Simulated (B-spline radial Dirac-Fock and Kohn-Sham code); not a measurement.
**Lℓ (L3-M1) energies across the elements Lu to Pb**

Method: multi-electron Dirac-Fock with separately optimised hole states, Breit and Lamb-shift corrections added in first order. Computed with a radial finite-basis atomic code. Free neutral atoms. Correlation and solid-state effects are left out.

The screening constant σ is defined by E = 0.1389·Ry·(Z − σ)², the hydrogen-like form of Moseley's law.

```
 Z  element  computed (eV)  tabulated (eV)     √E      σ
71       Lu         6746.2          6752.9  82.14  11.25
72       Hf         6954.7          6959.8  83.40  11.33
73       Ta              ?               ?      ?      ?
74        W         7379.7          7387.2  85.90  11.51
75       Re         7595.9          7603.6  87.15  11.60
76       Os         7814.7          7822.4  88.40  11.69
77       Ir         8035.9          8041.5  89.64  11.79
78       Pt         8259.5          8266.2  90.88  11.89
79       Au         8485.5          8493.8  92.12  11.99
80       Hg         8713.7          8722.3  93.35  12.09
81       Tl         8944.2          8953.4  94.57  12.20
82       Pb         9176.8          9184.5  95.80  12.31
```

Q: Estimate the missing row, Ta.

A: Computed 7165.9 eV, tabulated 7173.1 eV, √E = 84.65, σ = 11.42.

Tabulated energies: xraylib 4.2 line table, elements in their standard states.
